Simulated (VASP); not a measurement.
The system is La.

```
La
1.0
     3.31879    0.00000    0.00000
     0.00000    3.31879    0.00000
     0.00000    0.00000    3.31879
La
1
Direct
  0.50000 0.50000 0.50000
```

The cell was built by a generator and needn't be a form met in nature.

```yaml
Program: VASP 6.6.1
Task: relaxation of cell and atoms
Functional: PBEsol
Potentials_or_basis: VASP PAW PBE potentials, release 64 (La)
Cutoff: 600 eV
k_mesh: 8 × 8 × 8
Occupations: methfessel-paxton, width 0.2 eV
Spin: no spin polarisation
```

At the start: pressure -2.1 GPa; volume 36.55 Å³/atom.

**Question.** Where does the relaxation end?

**Answer.** Over 3 steps the energy falls by 20.2 meV/atom and the volume is 33.74 Å³/atom (-7.7 %); space group Pm-3m (No. 221, to 0.05 Å).

The path:
```tsv
step	energy change (eV)	largest force (eV/Å)	pressure (GPa)	volume (Å³)
1	0.0000	0.0000	-2.12	36.55
2	-0.0198	0.0000	-0.30	34.05
3	-0.0202	0.0000	0.02	33.74
```

Final structure:
```
CELL_PARAMETERS angstrom
3.23123 0.00000 0.00000
0.00000 3.23123 0.00000
0.00000 0.00000 3.23123
ATOMIC_POSITIONS crystal
La 0.50000 0.50000 0.50000
```

Caveat: the PAW data sets were made with another functional, which shifts forces and pressure a little.
